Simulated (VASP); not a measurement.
# GaP (F-43m) in VASP: further runs, part 2 of 2

VASP 6.6.1.

**4. Single point, PBE (hydrostatic strain +5.6%)**

Input file INCAR:

```
SYSTEM = GaP
  PREC = Accurate
  ENCUT = 520
  EDIFF = 1E-7
  ISMEAR = -1
  SIGMA = 0.02
  LREAL = .False.
  LASPH = .True.
  NELM = 60
  ALGO = Normal
  ISIF = 2
  LWAVE = .False.
  LCHARG = .True.
  GGA = PE
  LELF = .True.
  LVHAR = .True.
  NBANDS = 16
```

Input file KPOINTS:

```
Automatic mesh
0
Gamma
  8 8 8
  0 0 0
```

Input file POSCAR:

```
GaP
1.0
    0.0000000000      2.8791118160      2.8791118160
    2.8791118160      0.0000000000      2.8791118160
    2.8791118160      2.8791118160      0.0000000000
Ga P
1 1
Direct
    0.0000000000      0.0000000000      0.0000000000
    0.2500000000      0.2500000000      0.2500000000
```

Potentials or basis: VASP PAW PBE potentials, release 64 (Ga_d, P).

The run is started by

```bash
> cat potpaw_PBE.64/Ga_d/POTCAR potpaw_PBE.64/P/POTCAR > POTCAR
> mpirun -np 1 vasp_std > vasp.out
```

OUTCAR:

```text
SYSTEM = GaP
   PREC = Accurate
   ENCUT = 520
   EDIFF = 1E-7
   ISMEAR = -1
   LREAL = .False.
   LASPH = .True.
   NELM = 60
   ISIF = 2
   GGA = PE

 ion  position               nearest neighbor table
   1  0.000  0.000  0.000-   2 2.49   2 2.49   2 2.49   2 2.49
   2  0.250  0.250  0.250-   1 2.49   1 2.49   1 2.49   1 2.49

  LATTYP: Found a face centered cubic cell.
 ALAT       =     5.7582236320

  Lattice vectors:

 A1 = (   0.0000000000,   2.8791118160,   2.8791118160)
 A2 = (   2.8791118160,   0.0000000000,   2.8791118160)
 A3 = (   2.8791118160,   2.8791118160,   0.0000000000)

Analysis of symmetry for initial positions (statically):
=====================================================================
 Subroutine PRICEL returns:
 Original cell was already a primitive cell.

 Routine SETGRP: Setting up the symmetry group for a
 face centered cubic supercell.

 Subroutine GETGRP returns: Found 24 space group operations
 (whereof 24 operations were pure point group operations)
 out of a pool of 48 trial point group operations.

The static configuration has the point symmetry T_d .

Analysis of symmetry for dynamics (positions and initial velocities):
=====================================================================
 Subroutine PRICEL returns:
 Original cell was already a primitive cell.

 Routine SETGRP: Setting up the symmetry group for a
 face centered cubic supercell.

 Subroutine GETGRP returns: Found 24 space group operations
 (whereof 24 operations were pure point group operations)
 out of a pool of 48 trial point group operations.

The dynamic configuration has the point symmetry T_d .

 Subroutine INISYM returns: Found 24 space group operations
 (whereof 24 operations are pure point group operations),
 and found     1 'primitive' translations

[... 102 lines left out ...]
   POTIM  = 0.5000    time-step for ionic-motion
   TEBEG  =    0.0;   TEEND  =   0.0 temperature during run
   PSTRESS=    0.0 pullay stress
   NELECT =      18.0000    total number of electrons
   NUPDOWN=      -1.0000    fix difference up-down
   EMIN   =  10.00;   EMAX   =-10.00  energy-range for DOS
   EFERMI =   0.00;   METHOD = LEGACY
   ISMEAR =    -1;   SIGMA  =   0.02  broadening in eV -4-tet -1-fermi 0-gaus
   EFERMI_NEDOS =   21; number of points for ismear=-14 and -15
   IALGO  =     38    algorithm
   IMIX   =      4    mixing-type and parameters
     AMIX     =   0.40;   BMIX     =  1.00
     AMIX_MAG =   1.60;   BMIX_MAG =  1.00
  volume/ion in A,a.u.               =      23.87       161.05
  Fermi-wavevector in a.u.,A,eV,Ry     =   1.182761  2.235095 19.033523  1.398924
  Thomas-Fermi vector in A             =   2.319009
   LORBIT       =      0    0 simple, 1 ext, 2 COOP (PROOUT), +10 PAW based schemes
   GGA     = PE    functional components
   LHFCALC =     F    Hartree Fock is set to
   AEXX    =    0.0000 exact exchange contribution
   IVDW    =     0    specifies the selected vdW correction
   LEPSILON=     F    determine dielectric tensor
   LRPA    =     F    only Hartree local field effects (RPA)
 non-spin polarized calculation
  energy-cutoff  :      520.00
  volume of cell :       47.73
 maximum number of plane-waves:      1304
   NGX = 15   NGY = 15   NGZ = 15

 number of electron      17.9999991 magnetization

 Free energy of the ion-electron system (eV)
  ---------------------------------------------------
  ext. energy  EPLUGINS =         0.00000000
  ---------------------------------------------------
  free energy    TOTEN  =        -8.96556680 eV

  energy without entropy =       -8.96556679  energy(sigma->0) =       -8.96556679

 E-fermi :   3.3866     XC(G=0):  -9.1016

 val. band max:        3.1143409454   @ k =   0.0000   0.0000   0.0000
 cond. band min:       3.6370433821   @ k =   0.0000   0.0000   0.0000
 fundamental gap:      0.5227024368
 Fermi energy:         3.3866228762

 k-point     1 :       0.0000    0.0000    0.0000
  band No.  band energies     occupation
      1     -11.2489      2.00000
      2     -11.2489      2.00000
      3     -11.2489      2.00000
      4     -11.1903      2.00000
      5     -11.1903      2.00000
      6      -8.2588      2.00000
[... 433 lines left out ...]
      3     -11.2244      2.00000
      4     -11.1925      2.00000
      5     -11.1860      2.00000
      6      -6.3676      2.00000
[... 8 lines left out ...]
     15      14.4363      0.00000
     16      14.7333      0.00000

 [... further k-points ...]
[... 5 lines left out ...]
  --------------------------------------------------------------------------------------
  -------------------------------------------------------------------------------------
  Total       -2.2421603     -2.2421603     -2.2421603      0.0000000      0.0000000      0.0000000
  in kB      -75.2612885    -75.2612885    -75.2612885      0.0000000      0.0000000      0.0000000
  external PRESSURE =     -75.2612885 kB  Pullay stress =       0.0000000 kB

 VOLUME and BASIS-vectors are now :
 -----------------------------------------------------------------------------
  energy-cutoff  :      520.00
  volume of cell :       47.73
      direct lattice vectors                 reciprocal lattice vectors
     0.000000000  2.879111816  2.879111816    -0.173664669  0.173664669  0.173664669
     2.879111816  0.000000000  2.879111816     0.173664669 -0.173664669  0.173664669
     2.879111816  2.879111816  0.000000000     0.173664669  0.173664669 -0.173664669

 POSITION                                       TOTAL-FORCE (eV/Angst)
 -----------------------------------------------------------------------------------
      0.00000      0.00000      0.00000         0.000000      0.000000      0.000000
      1.43956      1.43956      1.43956        -0.000000     -0.000000     -0.000000
 -----------------------------------------------------------------------------------
    total drift:                                0.000002      0.000002      0.000002

  FREE ENERGIE OF THE ION-ELECTRON SYSTEM (eV)
  ---------------------------------------------------
  free  energy   TOTEN  =        -8.9655667964 eV

  energy  without entropy=       -8.9655667883  energy(sigma->0) =       -8.96556679
```

OSZICAR:

```text
N       E                     dE             d eps       ncg     rms          rms(c)
DAV:   1     0.814020785693E+02    0.81402E+02   -0.90016E+03   928   0.150E+03
DAV:   2    -0.267391084684E+01   -0.84076E+02   -0.80690E+02  1080   0.302E+02
DAV:   3    -0.907640839937E+01   -0.64025E+01   -0.63792E+01  1152   0.650E+01
DAV:   4    -0.919247302894E+01   -0.11606E+00   -0.11604E+00  1120   0.976E+00
DAV:   5    -0.919490583002E+01   -0.24328E-02   -0.24327E-02  1168   0.119E+00    0.356E+00
DAV:   6    -0.897984978344E+01    0.21506E+00   -0.37641E-01  1448   0.876E+00    0.227E+00
DAV:   7    -0.896435009629E+01    0.15500E-01   -0.69062E-02  1240   0.157E+00    0.977E-01
DAV:   8    -0.896495551932E+01   -0.60542E-03   -0.10953E-02  1064   0.121E+00    0.103E-01
DAV:   9    -0.896538568748E+01   -0.43017E-03   -0.12854E-03  1176   0.528E-01    0.919E-02
DAV:  10    -0.896547823678E+01   -0.92549E-04   -0.11028E-04  1208   0.863E-02    0.510E-02
DAV:  11    -0.896556689207E+01   -0.88655E-04   -0.13241E-04  1104   0.985E-02    0.661E-03
DAV:  12    -0.896556637686E+01    0.51521E-06   -0.47488E-06  1152   0.232E-02    0.218E-03
DAV:  13    -0.896556673502E+01   -0.35816E-06   -0.85450E-07  1224   0.690E-03    0.250E-03
DAV:  14    -0.896556679640E+01   -0.61372E-07   -0.89735E-08  1088   0.247E-03
   1 F= -.89655668E+01 E0= -.89655668E+01  d E =-.804984E-08
```

Wall time 15 s (1 thread of AMD EPYC 9R45 (Zen 5), shared host); peak memory 0.14 GiB.

Results:

```
Free energy            : -8.9656 eV
Pressure               : -7.5 GPa
Band gap on the k mesh : 0.52 eV, direct
```

Levels at points of the mesh, in eV from the valence-band top:
```tsv
k point	band 6	band 7	band 8	band 9	band 10	band 11	band 12	band 13
(0.00, 0.00, 0.00)	-11.37	0.00	0.00	0.00	0.52	3.89	3.89	3.89
(0.50, 0.00, 0.00)	-9.80	-5.80	-0.90	-0.90	1.18	4.71	4.71	7.85
(0.50, 0.50, 0.00)	-9.11	-6.05	-2.16	-2.16	1.89	1.95	9.37	9.37
```

**5. Single point, r2SCAN (uniaxial_x strain +2.6%)**

Input file POSCAR:

```
GaP
1.0
    0.0000000000      2.7253992957      2.7253992957
    2.7951695177      0.0000000000      2.7253992957
    2.7951695177      2.7253992957      0.0000000000
Ga P
1 1
Direct
    0.0000000000      0.0000000000      0.0000000000
    0.2500000000      0.2500000000      0.2500000000
```

Input file INCAR.step1:

```
ALGO = Normal
EDIFF = 1E-4
ENCUT = 520
GGA = PE
ISMEAR = 0
LASPH = T
LCHARG = F
LREAL = F
LWAVE = T
NBANDS = 16
NELM = 100
PREC = Accurate
SIGMA = 0.01
```

Input file INCAR.step2:

```
ALGO = Normal
EDIFF = 1E-6
ENCUT = 520
ISIF = 2
ISMEAR = 0
ISTART = 1
LASPH = T
LCHARG = T
LELF = T
LMIXTAU = T
LREAL = F
LVHAR = T
LWAVE = F
METAGGA = R2SCAN
NBANDS = 16
NELM = 100
PREC = Accurate
SIGMA = 0.01
```

Input file KPOINTS:

```
k-points
0
Gamma
  8 8 8
```

The run is started by

```bash
> cat potpaw_PBE.64/Ga_d/POTCAR potpaw_PBE.64/P/POTCAR > POTCAR
> cp INCAR.step1 INCAR
> mpirun -np 1 vasp_std > vasp.out
> cp INCAR.step2 INCAR
> mpirun -np 1 vasp_std > vasp.out
```

Wall time 99 s (1 thread of AMD EPYC 9R45 (Zen 5), shared host); peak memory 0.16 GiB.

The run converged. Its results:

* Free energy: -21.4513 eV
* Pressure: -2.2 GPa
* Band gap on the k mesh: 1.81 eV, indirect (least direct gap 2.06 eV)

Stress tensor (GPa, compression positive):
```
-3.62  0.00  0.00
 0.00 -1.47  0.00
 0.00  0.00 -1.47
```

Levels at points of the mesh, in eV from the valence-band top:
| k point | band 7 | band 8 | band 9 | band 10 | band 11 | band 12 |
| --- | --- | --- | --- | --- | --- | --- |
| (0.00, 0.00, 0.00) | -0.15 | 0.00 | 0.00 | 2.06 | 4.13 | 4.13 |
| (0.50, 0.00, 0.00) | -6.75 | -1.29 | -1.07 | 1.89 | 4.94 | 5.11 |
| (0.50, 0.50, 0.00) | -6.83 | -2.82 | -2.81 | 1.85 | 1.99 | 11.04 |
| (0.00, 0.50, 0.50) | -7.00 | -2.64 | -2.64 | 2.04 | 2.24 | 11.11 |

Caveat: the PAW data sets were made with another functional, which shifts forces and pressure a little. A k mesh can miss the band edges.

**6. Overview**

```tsv
level	cell	smearing	gap on the mesh (eV)	pressure (GPa)
r2SCAN	hydrostatic strain +5.6%	gaussian 0.01 eV	0.95	-10.0
PBE	epitaxial_xy strain -5.2%	fermi-dirac 0.02 eV	1.05	8.7
PBE	hydrostatic strain +5.6%	fermi-dirac 0.02 eV	0.52	-7.5
r2SCAN	uniaxial_x strain +2.6%	gaussian 0.01 eV	1.81	-2.2
```

Alike in all rows: task single point; potentials or basis VASP PAW PBE potentials, release 64 (Ga_d, P); no spin polarisation; k mesh 8 × 8 × 8; cutoff (eV) 520.

Caveats: the PAW data sets were made with another functional, which shifts forces and pressure a little (some runs).

Absolute energies hang on the potentials; compare differences alone.
